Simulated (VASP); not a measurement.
# CdTe: input slips in a phonon run and what they do, part 2 of 2

Aim: see how common mistakes in a phonon run show up, on CdTe. The starting structure is a measured crystal structure from the Crystallography Open Database.

VASP 6.6.1.

Results so far: reference T2 149.2 cm⁻¹.

## (3) Modes with finite displacements, else as the reference

Level of this step: LDA; plane waves and PAW (Te, Cd) (VASP).

Against step 2 the input has IBRION = 6, NFREE = 2, POTIM = 0.015 and no LEPSILON (also changed: NSW).

INCAR

```
SYSTEM = CdTe
PREC = Accurate
ENCUT = 450
EDIFF = 1E-08
NELM = 100
ISMEAR = 0
SIGMA = 0.03
LREAL = .FALSE.
ALGO = Normal
GGA = CA
NBANDS = 15
LORBIT = 11
LWAVE = .FALSE.
LCHARG = .FALSE.
KPAR = 2
IBRION = 6
NFREE = 2
POTIM = 0.015
NSW = 1
ISIF = 2
```

POSCAR

```
CdTe
1.0
    0.0000000000      3.2094696743      3.2094696743
    3.2094696743      0.0000000000      3.2094696743
    3.2094696743      3.2094696743      0.0000000000
Te Cd
1 1
Direct
    0.7500000000      0.7500000000      0.7500000000
    0.0000000000      0.0000000000      0.0000000000
```

KPOINTS

```
Automatic mesh
0
Gamma
6 6 6
0 0 0
```

Potentials, in the order of the species: Te and Cd (LDA family, release 64).

Run with:

```sh
mpirun -np 2 vasp_std
```

The log of the run:

```text
[... set-up lines as in an earlier step ...]
 entering main loop
       N       E                     dE             d eps       ncg     rms          rms(c)
[... 14 cycles as in an earlier step ...]
   1 F= -.60440472E+01 E0= -.60440472E+01  d E =-.161829E-18
[...]
2 F= -.60434987E+01 E0= -.60434987E+01  d E =-.599982E-17
[...]
3 F= -.60434987E+01 E0= -.60434987E+01  d E =-.598141E-17
[...]
4 F= -.60434933E+01 E0= -.60434933E+01  d E =-.598206E-17
[...]
5 F= -.60434933E+01 E0= -.60434933E+01  d E =-.598714E-17
 Finite differences progress:
  Degree of freedom:   2/  2
  Displacement:        2/  2
  Total:               4/  4
```

It took 43 s on 2 MPI ranks of AMD EPYC 7R43, shared host; peak memory 0.34 GiB; 84 s of CPU time.

Parts of OUTCAR (step 3):

```text
  Total       -0.0124204     -0.0104626     -0.0104626      0.0000000      0.0964953      0.0000000
  in kB       -0.3009647     -0.2535246     -0.2535246      0.0000000      2.3382279      0.0000000
  external PRESSURE =      -0.2693380 kB  Pullay stress =       0.0000000 kB

 POSITION                                       TOTAL-FORCE (eV/Angst)
 -----------------------------------------------------------------------------------
      4.81420      4.81420      4.81420        -0.073334      0.000000      0.000000
     -0.01500      0.00000      0.00000         0.073334      0.000000      0.000000
 -----------------------------------------------------------------------------------
    total drift:                                0.000490     -0.000000     -0.000000

  FREE ENERGIE OF THE ION-ELECTRON SYSTEM (eV)
  ---------------------------------------------------
  free  energy   TOTEN  =        -6.0434932911 eV

  energy  without entropy=       -6.0434932911  energy(sigma->0) =       -6.04349329

[... 2 parts as in an earlier step ...]

[... 1 further part left out ...]
[key lines of the parts left out:]
E-fermi :   2.6069
```

The last energy, forces and stress in OUTCAR belong to the last displaced cell, not to that of POSCAR.

With finite displacements, else as the reference the mode is T2 149.1 cm⁻¹, -0.1 cm⁻¹ from the reference.

## (4) Modes with one-sided displacements

A slip made on purpose: one-sided displacements. Against step 2 the input has IBRION = 6, NFREE = 1, POTIM = 0.015 and no LEPSILON (also changed: NELM and NSW).

Changes to INCAR since step 3:

```diff
@@ -4,3 +4,3 @@
 EDIFF = 1E-08
-NELM = 100
+NELM = 60
 ISMEAR = 0
@@ -16,3 +16,3 @@
 IBRION = 6
-NFREE = 2
+NFREE = 1
 POTIM = 0.015
```

POSCAR is that of step 3.

KPOINTS is that of step 3.

Run with:

```sh
mpirun -np 2 vasp_std
```

The log of the run:

```text
[... set-up lines as in an earlier step ...]
 entering main loop
       N       E                     dE             d eps       ncg     rms          rms(c)
[... 14 cycles as in an earlier step ...]
   1 F= -.60440472E+01 E0= -.60440472E+01  d E =-.161829E-18
 Found     2 degrees of freedom:
 Finite differences POTIM= 0.01500 DOF=   2
[...]
N       E                     dE             d eps       ncg     rms          rms(c)
[... 6 cycles as in an earlier step ...]
   2 F= -.60434987E+01 E0= -.60434987E+01  d E =-.599982E-17
 Finite differences progress:
  Degree of freedom:   1/  2
  Displacement:        1/  1
  Total:               1/  2
[...]
N       E                     dE             d eps       ncg     rms          rms(c)
DAV:   1    -0.604225693831E+01    0.12418E-02   -0.23594E+00  1394   0.102E+01    0.214E-01
DAV:   2    -0.604351759391E+01   -0.12607E-02   -0.14173E-02  1709   0.895E-01    0.869E-02
DAV:   3    -0.604350153591E+01    0.16058E-04   -0.13372E-04  1702   0.926E-02    0.541E-02
DAV:   4    -0.604349332450E+01    0.82114E-05   -0.29935E-05  1793   0.369E-02    0.598E-03
DAV:   5    -0.604349333274E+01   -0.82393E-08   -0.17263E-06  1604   0.964E-03    0.284E-03
DAV:   6    -0.604349329653E+01    0.36214E-07   -0.16469E-07  1842   0.275E-03    0.141E-03
DAV:   7    -0.604349330516E+01   -0.86304E-08   -0.14764E-08  1414   0.816E-04
   3 F= -.60434933E+01 E0= -.60434933E+01  d E =-.597110E-17
 Finite differences progress:
  Degree of freedom:   2/  2
  Displacement:        1/  1
  Total:               2/  2
```

Wall time 23 s (2 MPI ranks); peak memory 0.33 GiB; 43 s of CPU time.

Parts of OUTCAR (step 4):

```text
  Total       -0.0125876     -0.0106232     -0.0106232      0.0000000     -0.0966875      0.0000000
  in kB       -0.3050159     -0.2574169     -0.2574169      0.0000000     -2.3428845      0.0000000
  external PRESSURE =      -0.2732832 kB  Pullay stress =       0.0000000 kB

 POSITION                                       TOTAL-FORCE (eV/Angst)
 -----------------------------------------------------------------------------------
      4.81420      4.81420      4.81420         0.073420      0.000000      0.000000
      0.01500      0.00000      0.00000        -0.073420      0.000000      0.000000
 -----------------------------------------------------------------------------------
    total drift:                               -0.000639     -0.000000     -0.000000

  FREE ENERGIE OF THE ION-ELECTRON SYSTEM (eV)
  ---------------------------------------------------
  free  energy   TOTEN  =        -6.0434933052 eV

  energy  without entropy=       -6.0434933052  energy(sigma->0) =       -6.04349331

[... 2 parts as in an earlier step ...]

[... 1 further part left out ...]
[key lines of the parts left out:]
E-fermi :   2.6069
```

With one-sided displacements the mode is T2 149.1 cm⁻¹, as with finite displacements, else as the reference.

## (5) Modes with a k mesh far too coarse

A slip made on purpose: a k mesh far too coarse. Against step 2 the input has a 2×2×2 mesh (also changed: NELM and KPAR).

Changes to INCAR since step 4:

```diff
@@ -14,7 +14,4 @@
 LCHARG = .FALSE.
-KPAR = 2
-IBRION = 6
-NFREE = 1
-POTIM = 0.015
-NSW = 1
+IBRION = 8
+LEPSILON = .TRUE.
 ISIF = 2
```

POSCAR is that of step 4.

KPOINTS

```
Automatic mesh
0
Gamma
2 2 2
0 0 0
```

Run with:

```sh
mpirun -np 2 vasp_std
```

The log of the run:

```text
[banner, memory and clock lines left out]
running    2 mpi-ranks, on    1 nodes
[...]
LDA part: xc-table for (Slater(with rela. corr.)+CA(PZ))
 , standard interpolation
|                                                                             |
|           W    W    AA    RRRRR   N    N  II  N    N   GGGG   !!!           |
|           W    W   A  A   R    R  NN   N  II  NN   N  G    G  !!!           |
|           W    W  A    A  R    R  N N  N  II  N N  N  G       !!!           |
|           W WW W  AAAAAA  RRRRR   N  N N  II  N  N N  G  GGG   !            |
|           WW  WW  A    A  R   R   N   NN  II  N   NN  G    G                |
|           W    W  A    A  R    R  N    N  II  N    N   GGGG   !!!           |
|                                                                             |
|     The number of bands has been changed from the values supplied in        |
|     The orbitals not found in the WAVECAR file will be initialized with     |
|     random numbers, which is usually adequate. For correlated               |
[...]
RMM:  12    -0.518936070594E-01   -0.95508E-08   -0.11329E-08   227   0.164E-06    0.843E-07
 first order change of Fermi-energy   0.10912E+00
 force on displaced ion       1 direction 1 :  -4.758   0.000   0.000
 Born effective charge ion    1 direction 1 : -22.543   0.000   0.000
 Linear response progress:
  Degree of freedom:   2/  2
       N       E                     dE             d eps       ncg     rms          rms(c)
RMM:   1    -0.432693157867E+00   -0.43269E+00   -0.21646E-01   259   0.311E+00
RMM:   2    -0.433276061624E+00   -0.58290E-03   -0.15566E-03   243   0.295E-01    0.124E-01
RMM:   3    -0.432960340476E+00    0.31572E-03   -0.47036E-05   291   0.456E-02    0.707E-02
RMM:   4    -0.432623282586E+00    0.33706E-03   -0.29146E-05   287   0.310E-02    0.107E-02
[...]
RMM:  10    -0.432618411988E+00    0.32463E-07    0.72483E-08   303   0.100E-05    0.555E-06
RMM:  11    -0.432618385147E+00    0.26840E-07    0.41408E-08   288   0.651E-06    0.154E-06
RMM:  12    -0.432618381440E+00    0.37078E-08    0.73732E-09   229   0.143E-06    0.797E-07
 first order change of Fermi-energy  -0.10912E+00
 force on displaced ion       2 direction 1 :  -4.783   0.000   0.000
 Born effective charge ion    2 direction 1 :   9.583   0.000   0.000
 Born effective charges drift removed
 Linear response finished
```

Wall time 28 s (2 MPI ranks); peak memory 0.25 GiB.

From OUTCAR (step 5):

```text
  Total        1.6093615      1.6093615      1.6093615      0.0000000      0.0000000      0.0000000
  in kB       38.9972841     38.9972841     38.9972841      0.0000000      0.0000000      0.0000000
  external PRESSURE =      38.9972841 kB  Pullay stress =       0.0000000 kB

 POSITION                                       TOTAL-FORCE (eV/Angst)
 -----------------------------------------------------------------------------------
      4.81420      4.81420      4.81420        -0.000000     -0.000000     -0.000000
      0.00000      0.00000      0.00000         0.000000      0.000000      0.000000
 -----------------------------------------------------------------------------------
    total drift:                               -0.000000     -0.000000     -0.000000

 MACROSCOPIC STATIC DIELECTRIC TENSOR (including local field effects in DFT)
 ------------------------------------------------------
         557.374886     0.000000    -0.000000
           0.000000   557.374886     0.000000
          -0.000000     0.000000   557.374886
 ------------------------------------------------------

 MACROSCOPIC STATIC DIELECTRIC TENSOR IONIC CONTRIBUTION
 ------------------------------------------------------
         148.150451     0.000000     0.000000
           0.000000   148.150451    -0.000000
           0.000000    -0.000000   148.150451
 ------------------------------------------------------

[... 1 part as in an earlier step ...]

[... 1 further part left out ...]
```

With a k mesh far too coarse the mode is T2 147.3 cm⁻¹, -1.9 cm⁻¹ from the reference.

## (6) Modes with a cutoff far too low

A slip made on purpose: a cutoff far too low. Against step 2 the input has ENCUT = 150 (also changed: NELM).

Changes to INCAR since step 5:

```diff
@@ -2,3 +2,3 @@
 PREC = Accurate
-ENCUT = 450
+ENCUT = 150
 EDIFF = 1E-08
@@ -14,2 +14,3 @@
 LCHARG = .FALSE.
+KPAR = 2
 IBRION = 8
```

POSCAR is that of step 5.

KPOINTS

```
Automatic mesh
0
Gamma
6 6 6
0 0 0
```

Run with:

```sh
mpirun -np 2 vasp_std
```

The log of the run:

```text
[... set-up lines as in an earlier step ...]
 entering main loop
       N       E                     dE             d eps       ncg     rms          rms(c)
DAV:   1     0.339873750291E+02    0.33987E+02   -0.44182E+03   564   0.381E+02
DAV:   2    -0.102137308523E+01   -0.35009E+02   -0.33845E+02   613   0.104E+02
DAV:   3    -0.170610693074E+01   -0.68473E+00   -0.68430E+00   557   0.142E+01
DAV:   4    -0.171020967696E+01   -0.41027E-02   -0.41027E-02   613   0.107E+00
[...]
DAV:  13     0.288423278132E+01   -0.87301E-07   -0.36120E-07   585   0.529E-03    0.181E-03
DAV:  14     0.288423272122E+01   -0.60103E-07   -0.51916E-08   529   0.148E-03    0.146E-03
DAV:  15     0.288423272938E+01    0.81670E-08   -0.23608E-08   526   0.154E-03
   1 F= 0.28842327E+01 E0= 0.28842327E+01  d E =-.654498E-21
 Linear response reoptimize wavefunctions to high precision
DAV:   1     0.288423273154E+01    0.21603E-08   -0.12778E-09   331   0.237E-04
DAV:   2     0.288423273155E+01    0.54570E-11   -0.49222E-11   282   0.455E-05
 Linear response G [H, r] |phi>, progress :
  Direction:   1
[...]
RMM:   8    -0.482566551963E-01   -0.42077E-08    0.19041E-08  2359   0.852E-05    0.767E-05
 first order change of Fermi-energy   0.19861E-03
 force on displaced ion       1 direction 1 :  -5.368   0.000   0.000
 Born effective charge ion    1 direction 1 :  -3.261   0.000   0.000
 Linear response progress:
  Degree of freedom:   2/  2
       N       E                     dE             d eps       ncg     rms          rms(c)
RMM:   1    -0.543728679947E+00   -0.54373E+00   -0.28046E-01  2114   0.381E+00
RMM:   2    -0.550947353915E+00   -0.72187E-02   -0.10411E-02  2120   0.614E-01    0.583E-01
RMM:   3    -0.549559908603E+00    0.13874E-02   -0.26938E-03  2197   0.305E-01    0.291E-01
RMM:   4    -0.550643340055E+00   -0.10834E-02   -0.17889E-03  2152   0.252E-01    0.142E-01
[...]
RMM:  10    -0.551663513842E+00   -0.37700E-07   -0.30484E-09  2419   0.260E-05    0.360E-05
RMM:  11    -0.551663598971E+00   -0.85129E-07   -0.45818E-09  2473   0.120E-05    0.514E-06
RMM:  12    -0.551663602579E+00   -0.36081E-08   -0.70904E-10  2076   0.272E-06    0.100E-06
 first order change of Fermi-energy  -0.69411E-05
 force on displaced ion       2 direction 1 :  -5.380  -0.000  -0.000
 Born effective charge ion    2 direction 1 :   4.063   0.000   0.000
 Born effective charges drift removed
 Linear response finished
```

Wall time 31 s (2 MPI ranks); peak memory 0.21 GiB.

Parts of OUTCAR (step 6):

```text
  Total      -84.3365816    -84.3365816    -84.3365816     -0.0000000      0.0000000     -0.0000000
  in kB    -2043.6040324  -2043.6040324  -2043.6040324     -0.0000000      0.0000000     -0.0000000
  external PRESSURE =   -2043.6040324 kB  Pullay stress =       0.0000000 kB

 POSITION                                       TOTAL-FORCE (eV/Angst)
 -----------------------------------------------------------------------------------
      4.81420      4.81420      4.81420         0.000000     -0.000000      0.000000
      0.00000      0.00000      0.00000        -0.000000      0.000000     -0.000000
 -----------------------------------------------------------------------------------
    total drift:                                0.000002      0.000002      0.000003

 MACROSCOPIC STATIC DIELECTRIC TENSOR (including local field effects in DFT)
 ------------------------------------------------------
          49.159014     0.000000    -0.000000
           0.000000    49.159014     0.000000
           0.000000     0.000000    49.159014
 ------------------------------------------------------

 MACROSCOPIC STATIC DIELECTRIC TENSOR IONIC CONTRIBUTION
 ------------------------------------------------------
           6.835068    -0.000000    -0.000000
          -0.000000     6.835068    -0.000000
          -0.000000    -0.000000     6.835068
 ------------------------------------------------------

[... 1 part as in an earlier step ...]

[... 1 further part left out ...]
```

With a cutoff far too low the mode is T2 156.4 cm⁻¹, +7.2 cm⁻¹ from the reference.

## (7) Modes with perturbation theory asked for with a meta-GGA

A slip made on purpose: perturbation theory asked for with a meta-GGA. Against step 2 the input has METAGGA = R2SCAN, LASPH = .TRUE. and no GGA (also changed: NELM).

Changes to INCAR since step 6:

```diff
@@ -2,3 +2,3 @@
 PREC = Accurate
-ENCUT = 150
+ENCUT = 450
 EDIFF = 1E-08
@@ -9,3 +9,2 @@
 ALGO = Normal
-GGA = CA
 NBANDS = 15
@@ -18 +17,3 @@
 ISIF = 2
+METAGGA = R2SCAN
+LASPH = .TRUE.
```

POSCAR is that of step 6.

KPOINTS is that of step 6.

Run with:

```sh
mpirun -np 2 vasp_std
```

The log of the run:

```text
[banner, memory and clock lines left out]
running    2 mpi-ranks, on    1 nodes
[...]
|                                                                             |
|               ----> ADVICE to this user running VASP <----                  |
|                                                                             |
|     You enforced a specific xc type in the INCAR file but a different       |
|     [... a line on the potential file left out ...]
|     I HOPE YOU KNOW WHAT YOU ARE DOING!                                     |
|                                                                             |

 LDA part: xc-table for (None), standard interpolation
 POSCAR, INCAR and KPOINTS ok, starting setup
[...]
entering main loop
       N       E                     dE             d eps       ncg     rms          rms(c)
DAV:   1    -0.692934126465E+03   -0.69293E+03   -0.79819E+03   496   0.958E+02
DAV:   2    -0.791522739889E+03   -0.98589E+02   -0.94583E+02   543   0.244E+02
[...]
1 F= -.79069088E+03 E0= -.79069088E+03  d E =-.401675E-16
|                                                                             |
|     EEEEEEE  RRRRRR   RRRRRR   OOOOOOO  RRRRRR      ###     ###     ###     |
|     E        R     R  R     R  O     O  R     R     ###     ###     ###     |
|     E        R     R  R     R  O     O  R     R     ###     ###     ###     |
|     EEEEE    RRRRRR   RRRRRR   O     O  RRRRRR       #       #       #      |
|     E        R   R    R   R    O     O  R   R                               |
|     E        R    R   R    R   O     O  R    R      ###     ###     ###     |
|     EEEEEEE  R     R  R     R  OOOOOOO  R     R     ###     ###     ###     |
|                                                                             |
|     You have switched on METAGGA and linear-response routines. This         |
|     combination is currently not supported. If you have selected            |
|     LEPSILON=.TRUE., you can try using LCALCEPS=.TRUE. instead. In all      |
|     other cases, VASP will stop. SOOO sorry...                              |
|                                                                             |
|       ---->  I REFUSE TO CONTINUE WITH THIS SICK JOB ... BYE!!! <----       |
|                                                                             |

1
1
```

It took 42 s on 2 MPI ranks.

VASP stopped with this message: “You have switched on METAGGA and linear-response routines. This combination is currently not supported. If you have selected LEPSILON=.TRUE., you can try using LCALCEPS=.TRUE. instead”.

## (8) The runs compared

```csv
run,ended,T2,method,core minutes
reference,converged,149.2,perturbation theory,4.67
"finite displacements, else as the reference",converged,149.1,finite displacements,1.43
one-sided displacements,converged,149.1,finite displacements,0.767
a k mesh far too coarse,converged,147.3,perturbation theory,0.933
a cutoff far too low,converged,156.4,perturbation theory,1.03
perturbation theory asked for with a meta-GGA,stopped by VASP,-,perturbation theory,1.4
```

Modes are in cm⁻¹, degenerate ones as one, matched between runs by symmetry and order. A number in brackets counts the listed modes of one symmetry from the lowest. The symmetry labels come from an automatic analysis and can be wrong where levels nearly coincide. Core minutes are wall time times ranks of the run shown, on a shared host.

## (9) Summary of results

```json
{
  "T2, reference": "149.2 cm⁻¹",
  "T2, finite displacements, else as the reference": "149.1 cm⁻¹",
  "T2, one-sided displacements": "149.1 cm⁻¹",
  "T2, a k mesh far too coarse": "147.3 cm⁻¹",
  "T2, a cutoff far too low": "156.4 cm⁻¹",
  "run with perturbation theory asked for with a meta-GGA": "stopped by VASP"
}
```

VASP stopped by itself in the run with perturbation theory asked for with a meta-GGA. Finished, but with signs in the output that stand out against the reference: a k mesh far too coarse, with modes off by up to -1.9 cm⁻¹, in T2 (signs: a pressure of 3.9 GPa on the undisplaced cell); a cutoff far too low, with modes off by up to +7.2 cm⁻¹, in T2 (signs: a pressure of -204.4 GPa on the undisplaced cell). Little came of one-sided displacements in this material. Runs with finite displacements are held against the sound run of that kind. The dielectric constants and Born charges in the logs aren't compared here; at a small gap they can be far off, and in a run without a gap they mean nothing. The frequencies are harmonic, and the splitting of polar modes by their long-range field is left out. Further runs on this material are not shown.

[Lines on the potential files, build, host, timing and source positions are cut from VASP's logs without a mark.]

[Logs are printed without paths, hosts, clocks, repeated set-up lines and the standing remarks that a program may print on its own settings, such as how far it seeks lower states.]

[Hosts, paths, dates, database ids (printed as entryN), source tags and the programs' standing remarks are cut or masked in the printed files.]
